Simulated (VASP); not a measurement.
**MgO in VASP 6.6.1, single-point calculation**

INCAR

```
NBANDS = 16
METAGGA = RTPSS
LCHARG = .FALSE.
ISIF = 2
LWAVE = .FALSE.
NELM = 120
NSW = 0
ISMEAR = -1
LREAL = .FALSE.
IBRION = -1
MAGMOM = 1 -1 1 1
ISPIN = 2
SIGMA = 0.02
LASPH = .TRUE.
ENCUT = 520
EDIFF = 1E-7
PREC = Normal
```

KPOINTS

```
KPOINTS created by Atomic Simulation Environment
0
Gamma
12 12 6
0 0 0
```

POSCAR

```
Mg O
 1.0000000000000000
     3.4840796174923616    0.0000000000000000    0.0000000000000000
    -1.7420398087461808    3.0173014575559547    0.0000000000000000
     0.0000000000000000    0.0000000000000000    4.1853171403049192
 Mg  O
   2   2
Cartesian
  1.7420398087461813  1.0057671525186518  3.1389878552286898
  0.0000000000000001  2.0115343050373036  1.0463292850762296
  1.7420398087461813  1.0057671525186518  1.0463292850762296
  0.0000000000000001  2.0115343050373036  3.1389878552286898
```

The recommended PBE PAW datasets give the neutral cell 16 valence electrons.

Command

```
mpirun -np 1 vasp_std
```

Q: How does this run end, and what does it give?

A: VASP stopped with an error.

OSZICAR

```
N       E                     dE             d eps       ncg     rms          rms(c)
DAV:   1     0.572255506595E+02    0.57226E+02   -0.71618E+03  4896   0.915E+02
DAV:   2    -0.104117078513E+04   -0.10984E+04   -0.95228E+03  9720   0.463E+02
DAV:   3    -0.145496072018E+04   -0.41379E+03   -0.41164E+03  6728   0.668E+02
DAV:   4    -0.146899489389E+04   -0.14034E+02   -0.14013E+02  8072   0.152E+02
DAV:   5    -0.146938459577E+04   -0.38970E+00   -0.38929E+00  7336   0.246E+01    0.140E+02
DAV:   6     0.585094130862E+04    0.73203E+04   -0.24515E+04  6528   0.122E+03    0.146E+02
DAV:   7    -0.401948122525E+04   -0.98704E+04   -0.38392E+04  9520   0.177E+02    0.108E+02
DAV:   8    -0.745917687360E+02    0.39449E+04   -0.10006E+04  5280   0.585E+02    0.461E+01
DAV:   9    -0.399103697391E+02    0.34681E+02   -0.56268E+02  6568   0.152E+02    0.427E+01
DAV:  10    -0.696940066466E+01    0.32941E+02   -0.14893E+03  6168   0.203E+02    0.379E+01
...
DAV:  67    -0.308489032855E+02    0.78800E+02   -0.12261E+03  5000   0.887E+01    0.650E+00
DAV:  68    -0.552438501044E+02   -0.24395E+02   -0.16794E+02  5928   0.376E+01    0.198E+01
DAV:  69    -0.346006185616E+03   -0.29076E+03   -0.37334E+03  6024   0.142E+02    0.578E+01
DAV:  70    -0.359921693153E+02    0.31001E+03   -0.35210E+03  4936   0.289E+02    0.161E+01
DAV:  71    -0.390139246525E+03   -0.35415E+03   -0.36465E+03  6680   0.103E+02    0.691E+01
DAV:  72    -0.706810203210E+02    0.31946E+03   -0.48160E+03  5032   0.339E+02    0.218E+01
DAV:  73    -0.316284050898E+03   -0.24560E+03   -0.29409E+03  7680   0.138E+02    0.690E+01
DAV:  74    -0.109486241608E+02    0.30534E+03   -0.43827E+03  5224   0.403E+02    0.814E+00
DAV:  75    -0.651446256873E+03   -0.64050E+03   -0.52197E+03  8104   0.513E+01    0.827E+01
DAV:  76    -0.495048205962E+04   -0.42990E+04   -0.42893E+04  5296   0.421E+02    0.113E+01
```

Standard output (part)

```
...
 WARNING: Sub-Space-Matrix is not hermitian in DAV            8
  7.764861395104374E-005
 WARNING: Sub-Space-Matrix is not hermitian in DAV            7
  1.729490153365532E-005
 WARNING: Sub-Space-Matrix is not hermitian in DAV            8
  3.281886889205272E-005
 WARNING: Sub-Space-Matrix is not hermitian in DAV            8
 -1.807017437233764E-005
 WARNING: Sub-Space-Matrix is not hermitian in DAV            7
  1.666418349466008E-005
 WARNING: Sub-Space-Matrix is not hermitian in DAV            6
 -1.063541554602941E-005
 WARNING: Sub-Space-Matrix is not hermitian in DAV            7
 -4.734918787055511E-005
 WARNING: Sub-Space-Matrix is not hermitian in DAV            8
 -1.762810003159057E-004
 WARNING: Sub-Space-Matrix is not hermitian in DAV            8
 -2.191735125879691E-004
 WARNING: Sub-Space-Matrix is not hermitian in DAV            7
 -2.919780605935937E-005
 WARNING: Sub-Space-Matrix is not hermitian in DAV            8
 -2.018826659233677E-005
 WARNING: Sub-Space-Matrix is not hermitian in DAV            7
 -2.311873289279045E-005
 WARNING: Sub-Space-Matrix is not hermitian in DAV            7
 -1.108536475641482E-005
 WARNING: Sub-Space-Matrix is not hermitian in DAV            7
 -3.040727472559190E-005
 WARNING: Sub-Space-Matrix is not hermitian in DAV            7
  2.066028693724761E-005
 WARNING: Sub-Space-Matrix is not hermitian in DAV            8
 -3.119249386795484E-005
 WARNING: Sub-Space-Matrix is not hermitian in DAV            8
  1.968875590920958E-005
 WARNING: Sub-Space-Matrix is not hermitian in DAV            6
 -1.082920810521592E-005
 WARNING: Sub-Space-Matrix is not hermitian in DAV            8
  7.815232474738680E-005
 WARNING: Sub-Space-Matrix is not hermitian in DAV            7
  1.316858368024231E-005
 WARNING: Sub-Space-Matrix is not hermitian in DAV            8
  3.339186602394944E-005
 WARNING: Sub-Space-Matrix is not hermitian in DAV            8
 -1.542167173825808E-005
 WARNING: Sub-Space-Matrix is not hermi
```
